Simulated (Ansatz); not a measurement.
Runs of Ansatz 0.2.0 on Hf. It takes space group P6_3/mmc (No. 194, hexagonal). The conventional cell has a = 3.197 Å, b = 3.197 Å, c = 5.058 Å, α = 90.00°, β = 90.00°, γ = 120.00°. Hf (site symmetry -6m2) is surrounded by 12 Hf at 3.13 to 3.20 Å. 

| task | level | spin | cell | cutoff (eV) | smearing | gap on the mesh (eV) | pressure (GPa) | relaxed volume (Å³/atom) |
| --- | --- | --- | --- | --- | --- | --- | --- | --- |
| single point | r2SCAN50 | off | as given | 500 | fermi-dirac 0.05 eV | none | (b) | - |
| density of states | PBEsol0 | SOC, no magnetisation | as given | 420 | methfessel-paxton 0.1 eV | none | -2.1 | - |
| single point | PBE0 | off | as given | 420 | fermi-dirac 0.05 eV | none | (a) | - |
| relaxation of cell and atoms | B3LYP | off | relaxed | 420 | fermi-dirac 0.05 eV | none | 0.0 | 22.89 |
| relaxation of cell and atoms | HF | off | relaxed | 420 | fermi-dirac 0.05 eV | none | 0.0 | 25.19 |

Alike in all rows: potentials or basis Ansatz PAW; k mesh 5 × 5 × 3; the mesh is coarse, so values aren't converged.

Q: Fill in the values left out.

A: (a) 0.9; (b) 2.3.

Caveats: all runs use coarse meshes; the PAW data sets come from PBE, with cores solved anew for the run's functional, which leaves a small shift of forces and pressure; the thresholds are loose for stress (some runs); the plane-wave basis is chosen anew once the cell has moved, so the energies of steps on either side of that aren't comparable (some runs); the volume moved by +13 % from the deposited cell, more than functionals usually miss (some runs).

A k mesh can miss the band edges, and rows without SOC leave out spin-orbit coupling on Hf.

A gap of «none» marks a metal or a gap under the smearing width.
